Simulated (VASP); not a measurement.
The system is HfO2.

```
CELL_PARAMETERS angstrom
4.81353 0.00000 0.00000
0.00000 4.81353 0.00000
0.00000 0.00000 3.20542
ATOMIC_POSITIONS crystal
Hf 0.50000 0.50000 0.50000
Hf 0.00000 0.00000 0.00000
O 0.80504 0.19496 0.50000
O 0.69496 0.69496 0.00000
O 0.30504 0.30504 0.00000
O 0.19496 0.80504 0.50000
```

Measurements of this composition are mostly on another form, of space group No. 14.

| Property | Result |
| --- | --- |
| Program | VASP 6.6.1 |
| Task | relaxation of cell and atoms |
| Functional | PBE |
| Potentials or basis | VASP PAW PBE potentials, release 64 (Hf_pv, O) |
| Cutoff | 600 eV |
| k mesh | 6 × 6 × 8 |
| Occupations | fermi-dirac, width 0.05 eV |
| Spin | no spin polarisation |

At the start: pressure 5.4 GPa; volume 12.38 Å³/atom.

Question: Where does the relaxation end?

Answer: Over 8 steps the energy falls by 4.9 meV/atom and the volume is 12.68 Å³/atom (+2.4 %); space group P4_2/mnm (No. 136, to 0.05 Å).

Step by step:
```tsv
step	energy change (eV)	largest force (eV/Å)	pressure (GPa)	volume (Å³)
1	0.0000	0.0288	5.38	74.27
2	0.0413	0.1835	-7.50	78.83
3	-0.0283	0.0601	0.00	76.01
4	-0.0283	0.0582	0.08	75.97
5	-0.0292	0.0131	0.02	76.06
6	-0.0292	0.0092	0.06	76.05
7	-0.0293	0.0001	-0.08	76.10
8	-0.0293	0.0038	-0.03	76.08
```

Final structure:
```
Hf O
1.0
     4.85769    0.00000    0.00000
     0.00000    4.85769    0.00000
     0.00000    0.00000    3.22430
Hf O
2 4
Cartesian
  2.4288 2.4288 1.6121
  0.0000 0.0000 0.0000
  3.9118 0.9459 1.6121
  3.3748 3.3748 0.0000
  1.4829 1.4829 0.0000
  0.9459 3.9118 1.6121
```
